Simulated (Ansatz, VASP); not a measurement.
## One calculation of Mn, two programs

```xyz
2
Lattice="0.0000 2.2195 2.2195 2.2195 0.0000 2.2195 2.2195 2.2195 0.0000" Properties=species:S:1:pos:R:3 pbc="T T T"
Mn    0.0000    0.0000    0.0000
Mn    2.2195    2.2195    2.2195
```

Alike in both runs: task single point; functional PBEsol; k mesh 13 × 13 × 13; occupations fermi-dirac, width 0.05 eV; collinear spin.

```csv
,VASP,Ansatz
version,VASP 6.6.1,Ansatz 0.2.0
potentials or method,"VASP PAW PBE potentials, release 64 (Mn_pv)","plane waves (420 eV) with PAW, scalar-relativistic"
plane-wave cutoff (eV),520,420
valence electrons in the cell,26,30
```

Ansatz gave:

```
pressure (GPa)                                                : 22.4
net moment per atom (μB)                                      : 0.00
size of the moment on the site where the two differ most (μB) : 1.36
```

Question: Which values does VASP return?

Answer: Pressure (GPa): 23.1; net moment per atom (μB): 0.00; size of the moment on the site where the two differ most (μB): 1.47.

Site moments also hang on the region over which each program counts them. The two sets of potentials don't hold the same shells in valence. Ansatz warned: «pseudo_functional_mismatch».

Caveats: so large a pressure means that the cell lies far from this level's equilibrium, or that cutoff or potentials fall short (VASP); the potentials were made for another functional, which shifts forces and pressure (VASP).
